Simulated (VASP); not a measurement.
# CdS (Hawleyite) (F-43m) in VASP: further runs

The runs below take CdS (Hawleyite) through dielectric tensor, with LDA.

All numbers are computed with VASP 6.6.1; they aren't measurements. Logs are shortened: lines on timing, memory, paths and dates and some standing lists are left out, and cuts for length are marked.

## (1) The crystal as given

Symmetry: F-43m, No. 216, cubic system. The conventional cell has a = 5.833 Å, b = 5.833 Å, c = 5.833 Å, α = 90.00°, β = 90.00°, γ = 90.00°. Around Cd (site symmetry -43m) lie 4 S at 2.53 Å. S (site symmetry -43m) has 4 Cd at 2.53 Å as nearest neighbours.

## (2) Dielectric tensor, LDA

Input file INCAR:

```
ALGO = Normal ; EDIFF = 1E-8
ENCUT = 400 ; GGA = CA
ISIF = 2 ; ISMEAR = 0
LASPH = True ; LCHARG = False
LEPSILON = True ; LREAL = Auto
LWAVE = False ; NELM = 100
PREC = Accurate ; SIGMA = 0.01
```

Input file KPOINTS:

```
k-points
0
Gamma
  9 9 9
```

Input file POSCAR:

```
CdS
1.0
    0.0000000000      2.9165000000      2.9165000000
    2.9165000000      0.0000000000      2.9165000000
    2.9165000000      2.9165000000      0.0000000000
Cd S
1 1
Direct
    0.0000000000      0.0000000000      0.0000000000
    0.7500000000      0.7500000000      0.7500000000
```

Potentials or basis: VASP PAW LDA potentials, release 64 (Cd, S).

The run is started by

```
> cat potpaw_LDA.64/Cd/POTCAR potpaw_LDA.64/S/POTCAR > POTCAR
> mpirun -np 1 vasp_std > vasp.out
```

OUTCAR:

```text
EDIFF = 1E-8
   ENCUT = 400
   GGA = CA
   ISIF = 2
   ISMEAR = 0
   LASPH = True
   LEPSILON = True
   LREAL = Auto
   NELM = 100
   PREC = Accurate

 Found     35 irreducible k-points:

 Following reciprocal coordinates:
            Coordinates               Weight
  0.000000  0.000000  0.000000      1.000000
  0.111111  0.000000  0.000000      8.000000
  0.222222  0.000000  0.000000      8.000000
  0.333333  0.000000  0.000000      8.000000
  0.444444  0.000000  0.000000      8.000000
  0.111111  0.111111  0.000000      6.000000
   k-points           NKPTS =     35   k-points in BZ     NKDIM =     35   number of bands    NBANDS=     13
   number of dos      NEDOS =    301   number of ions     NIONS =      2
   total plane-waves  NPLWV =  21952
   dimension x,y,z NGX =    28 NGY =   28 NGZ =   28
   dimension x,y,z NGXF=    56 NGYF=   56 NGZF=   56
   ions per type =               1   1
   NGX,Y,Z   is equivalent  to a cutoff of  11.29, 11.29, 11.29 a.u.
   NGXF,Y,Z  is equivalent  to a cutoff of  22.57, 22.57, 22.57 a.u.
 SYSTEM =  unknown system
   PREC   = accura    normal or accurate (medium, high low for compatibility)
   ISTART =      0    job   : 0-new  1-cont  2-samecut
   ICHARG =      2    charge: 1-file 2-atom 10-const
   ISPIN  =      1    spin polarized calculation?
   LNONCOLLINEAR =      F non collinear calculations
   LSORBIT =      F    spin-orbit coupling
   LASPH  =      T    aspherical Exc in radial PAW
   ENCUT  =  400.0 eV  29.40 Ry    5.42 a.u.   6.73  6.73  6.73*2*pi/ulx,y,z
   NELM   =    100;   NELMIN=  2; NELMDL= -5     # of ELM steps
   EDIFF  = 0.1E-07   stopping-criterion for ELM
   LREAL  =      T    real-space projection
   EDIFFG = 0.1E-06   stopping-criterion for IOM
   NSW    =      0    number of steps for IOM
   IBRION =     -1    ionic relax: 0-MD 1-quasi-New 2-CG
[... 8 lines left out ...]
   EMIN   =  10.00;   EMAX   =-10.00  energy-range for DOS
   EFERMI =   0.00;   METHOD = LEGACY
   ISMEAR =     0;   SIGMA  =   0.01  broadening in eV -4-tet -1-fermi 0-gaus
   EFERMI_NEDOS =   21; number of points for ismear=-14 and -15
   IALGO  =     38    algorithm
   IMIX   =      4    mixing-type and parameters
     AMIX     =   0.40;   BMIX     =  1.00
     AMIX_MAG =   1.60;   BMIX_MAG =  1.00
  volume/ion in A,a.u.               =      24.81       167.41
  Fermi-wavevector in a.u.,A,eV,Ry     =   1.167599  2.206442 18.548649  1.363287
  Thomas-Fermi vector in A             =   2.304097
   LORBIT       =      0    0 simple, 1 ext, 2 COOP (PROOUT), +10 PAW based schemes
   GGA     = CA    functional components
   LHFCALC =     F    Hartree Fock is set to
   AEXX    =    0.0000 exact exchange contribution
   IVDW    =     0    specifies the selected vdW correction
   LEPSILON=     T    determine dielectric tensor
   LRPA    =     F    only Hartree local field effects (RPA)
 non-spin polarized calculation
 Gauss-broadening in eV      SIGMA  =   0.01
  energy-cutoff  :      400.00
  volume of cell :       49.62
 maximum number of plane-waves:       914
   NGX = 13   NGY = 13   NGZ = 13

--------------------------------------- Ionic step        1  -------------------------------------------

 number of electron      17.9999989 magnetization

 E-fermi :   1.1672     XC(G=0):  -9.5864

 val. band max:        1.1276936224   @ k =   0.0000   0.0000   0.0000
 cond. band min:       2.0182877558   @ k =   0.0000   0.0000   0.0000
 fundamental gap:      0.8905941334
 Fermi energy:         1.1672196748

 k-point     1 :       0.0000    0.0000    0.0000
  band No.  band energies     occupation
      1     -11.2299      2.00000
      2      -6.6479      2.00000
      3      -6.6479      2.00000
      4      -6.6479      2.00000
      5      -6.1621      2.00000
      6      -6.1621      2.00000
      7       1.1277      2.00000
      8       1.1277      2.00000
      9       1.1277      2.00000
     10       2.0183      0.00000
     11       7.4878      0.00000
     12       7.4878      0.00000
     13       7.4878      0.00000

 k-point     2 :       0.1111    0.0000    0.0000
  band No.  band energies     occupation
      1     -11.1783      2.00000
      2      -6.6298      2.00000
      3      -6.6298      2.00000
      4      -6.6074      2.00000
      5      -6.1639      2.00000
      6      -6.1639      2.00000
      7       0.1970      2.00000
      8       1.0268      2.00000
      9       1.0268      2.00000
     10       2.7938      0.00000
     11       7.2535      0.00000
     12       7.6519      0.00000
     13       7.6519      0.00000

 k-point     3 :       0.2222    0.0000    0.0000
  band No.  band energies     occupation
      1     -11.0469      2.00000
      2      -6.5871      2.00000
      3      -6.5871      2.00000
      4      -6.4630      2.00000
      5      -6.1613      2.00000
      6      -6.1613      2.00000
      7      -1.1221      2.00000
      8       0.7869      2.00000
      9       0.7869      2.00000
     10       3.5727      0.00000
     11       7.1422      0.00000
     12       7.9516      0.00000
     13       7.9516      0.00000

 k-point     4 :       0.3333    0.0000    0.0000
  band No.  band energies     occupation
      1     -10.8971      2.00000
      2      -6.5476      2.00000
      3      -6.5476      2.00000
      4      -6.1794      2.00000
      5      -6.1459      2.00000
      6      -6.1459      2.00000
      7      -2.3736      2.00000
      8       0.5348      2.00000
      9       0.5348      2.00000
     10       3.8796      0.00000
     11       7.6421      0.00000
     12       8.0434      0.00000
     13       8.0434      0.00000

 k-point     5 :       0.4444    0.0000    0.0000
  band No.  band energies     occupation
      1     -10.8000      2.00000
      2      -6.5288      2.00000
      3      -6.5288      2.00000
      4      -6.1274      2.00000
      5      -6.1274      2.00000
      6      -5.8442      2.00000
      7      -3.2543      2.00000
      8       0.3789      2.00000
      9       0.3789      2.00000
     10       3.9124      0.00000
     11       7.9827      0.00000
     12       7.9827      0.00000
     13       8.2551      0.00000

 k-point     6 :       0.1111    0.1111    0.0000
  band No.  band energies     occupation
      1     -11.1612      2.00000
      2      -6.6157      2.00000
      3      -6.6125      2.00000
      4      -6.6125      2.00000
      5      -6.1765      2.00000
      6      -6.1521      2.00000
      7       0.1813      2.00000
      8       0.8562      2.00000
      9       0.8562      2.00000
     10       3.0553      0.00000
     11       6.9090      0.00000
     12       7.8547      0.00000
     13       7.8547      0.00000

 [... further k-points ...]

  FORCE on cell =-STRESS in cart. coord.  units (eV):
  Direction    XX          YY          ZZ          XY          YZ          ZX
  --------------------------------------------------------------------------------------
  -------------------------------------------------------------------------------------
  Total       -0.7471888     -0.7471888     -0.7471888      0.0000000      0.0000000     -0.0000000
  in kB      -24.1282026    -24.1282026    -24.1282026      0.0000000      0.0000000     -0.0000000
  external PRESSURE =     -24.1282026 kB  Pullay stress =       0.0000000 kB

 VOLUME and BASIS-vectors are now :
 -----------------------------------------------------------------------------
  energy-cutoff  :      400.00
  volume of cell :       49.62
      direct lattice vectors                 reciprocal lattice vectors
     0.000000000  2.916500000  2.916500000    -0.171438368  0.171438368  0.171438368
     2.916500000  0.000000000  2.916500000     0.171438368 -0.171438368  0.171438368
     2.916500000  2.916500000  0.000000000     0.171438368  0.171438368 -0.171438368

 POSITION                                       TOTAL-FORCE (eV/Angst)
 -----------------------------------------------------------------------------------
      0.00000      0.00000      0.00000         0.000000      0.000000      0.000000
      4.37475      4.37475      4.37475        -0.000000     -0.000000     -0.000000
 -----------------------------------------------------------------------------------
    total drift:                               -0.000000     -0.000000      0.000000

  FREE ENERGIE OF THE ION-ELECTRON SYSTEM (eV)
  ---------------------------------------------------
  free  energy   TOTEN  =        -7.3969968241 eV

  energy  without entropy=       -7.3969968241  energy(sigma->0) =       -7.39699682

 HEAD OF MICROSCOPIC STATIC DIELECTRIC TENSOR (INDEPENDENT PARTICLE, excluding Hartree and local field effects)
 ------------------------------------------------------
           7.661315     0.000000    -0.000000
           0.000000     7.661315     0.000000
          -0.000000     0.000000     7.661315
 ------------------------------------------------------

 Free energy of the ion-electron system (eV)
  ---------------------------------------------------
  ---------------------------------------------------
  free energy    TOTEN  =        -0.89281746 eV

  energy without entropy =       -0.89281746

------------------------ aborting loop because EDIFF is reached ----------------------------------------

--------------------------------------- Ionic step        2  -------------------------------------------

------------------------ aborting loop because EDIFF is reached ----------------------------------------

--------------------------------------- Ionic step        3  -------------------------------------------

 Free energy of the ion-electron system (eV)
  ---------------------------------------------------
  ---------------------------------------------------
  free energy    TOTEN  =        -0.89281746 eV

  energy without entropy =       -0.89281746

------------------------ aborting loop because EDIFF is reached ----------------------------------------

 PIEZOELECTRIC TENSOR FIELD DIRECTION 3  (e Angst)
 -----------------------------------------------------------------------------
    -0.00138  1.99859  0.00000           (  0.00000 -0.03146  0.00000)
     1.99859 -0.00138  0.00000           ( -0.03146  0.00000  0.00000)
     0.00000  0.00000  0.00053           (  0.00000  0.00000 -0.00000)

 PIEZOELECTRIC TENSOR FIELD DIRECTION 3  (C/m^2)
 -----------------------------------------------------------------------------
    -0.00045  0.64538  0.00000
     0.64538 -0.00045  0.00000
     0.00000  0.00000  0.00017

 MACROSCOPIC STATIC DIELECTRIC TENSOR (including local field effects in DFT)
 ------------------------------------------------------
           7.217828     0.000000     0.000000
           0.000000     7.217828     0.000000
           0.000000    -0.000000     7.217828
 ------------------------------------------------------

 PIEZOELECTRIC TENSOR (including local field effects)  for field in x, y, z        (e  Angst)
          XX          YY          ZZ          XY          YZ          ZX
  --------------------------------------------------------------------------------
  x    -0.00000     0.00000     0.00000     0.00000     2.01435     0.00000
  y     0.00000    -0.00000     0.00000     0.00000     0.00000     2.01435
  z    -0.00000     0.00000    -0.00000     2.01435     0.00000     0.00000

 PIEZOELECTRIC TENSOR (including local field effects)  for field in x, y, z        (C/m^2)
          XX          YY          ZZ          XY          YZ          ZX
  --------------------------------------------------------------------------------
  x    -0.00000     0.00000     0.00000     0.00000     0.65047     0.00000
  y     0.00000    -0.00000     0.00000     0.00000     0.00000     0.65047
  z    -0.00000     0.00000    -0.00000     0.65047     0.00000     0.00000

 BORN EFFECTIVE CHARGES (including local field effects) (in |e|, cummulative output)
 ---------------------------------------------------------------------------------
 ion    1
    1     2.20588     0.00000     0.00000
    2     0.00000     2.20588     0.00000
    3     0.00000     0.00000     2.20588
 ion    2
    1    -2.20588     0.00000     0.00000
    2     0.00000    -2.20588     0.00000
    3     0.00000     0.00000    -2.20588
```

Wall time 3.6 min (1 thread of Intel Xeon 6975P-C (Granite Rapids), shared host); peak memory 0.22 GiB.

The run converged, but some of its settings lie outside the range that counts as converged, so its numbers aren't taken as properties of the crystal.

Results:

```
Band gap on the k mesh                  : 0.89 eV, direct
Electronic dielectric tensor (diagonal) : 7.22
Born charges (mean of the diagonal)     : Cd +2.21; S -2.21 e
```

[end of part 1 of 2]
